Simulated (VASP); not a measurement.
Input of a VASP 6.6.1 run:

INCAR

```
PREC     = Accurate       # precision mode
ENCUT    = 600            # plane-wave cutoff, eV
EDIFF    = 1E-7           # SCF threshold, eV
ISMEAR   = 1              # smearing method
SIGMA    = 0.1            # smearing width, eV
LREAL    = F              # projectors in reciprocal space
LASPH    = T              # aspherical terms in the spheres
NELM     = 80             # most SCF steps
ALGO     = Normal         # electronic algorithm
ISIF     = 2              # what is computed and relaxed
LWAVE    = F              # write WAVECAR
LCHARG   = F              # write CHGCAR
GGA      = PE             # functional
IVDW     = 12             # dispersion correction
IBRION   = 2              # ionic algorithm
NSW      = 40             # ionic steps
EDIFFG   = -0.01          # ionic threshold
```

File KPOINTS:

```
Automatic mesh
0
Gamma
  16 16 16
```

The input POSCAR:

```
Ir                                      
1.0
    0.0000000000      1.9090613012      1.9090613012
    1.9090613012      0.0000000000      1.9090613012
    1.9090613012      1.9090613012      0.0000000000
  Ir            
     1
Direct
     0.0000000000000000    0.0000000000000000    0.0000000000000000
```

Potentials or basis: VASP PAW PBE potentials, release 64 (Ir).

Command:

```console
$ cat potpaw_PBE.64/Ir/POTCAR > POTCAR
$ mpirun -np 1 vasp_std > vasp.out
```

Q: Predict the band gap on the k mesh.

A: None (metal or under the smearing width).

Q: Estimate the dispersion energy per atom.

A: -0.748 eV.

Final structure:
```yaml
crystal:
  lattice:
    - [0.00000, 1.90906, 1.90906]
    - [1.90906, 0.00000, 1.90906]
    - [1.90906, 1.90906, 0.00000]
  atoms:
    - { symbol: Ir, position: [0.00000, 0.00000, 0.00000] }
```

Caveat: the relaxation stopped at its first step, so nothing moved. Spin-orbit coupling is left out, which matters for the levels of Ir.
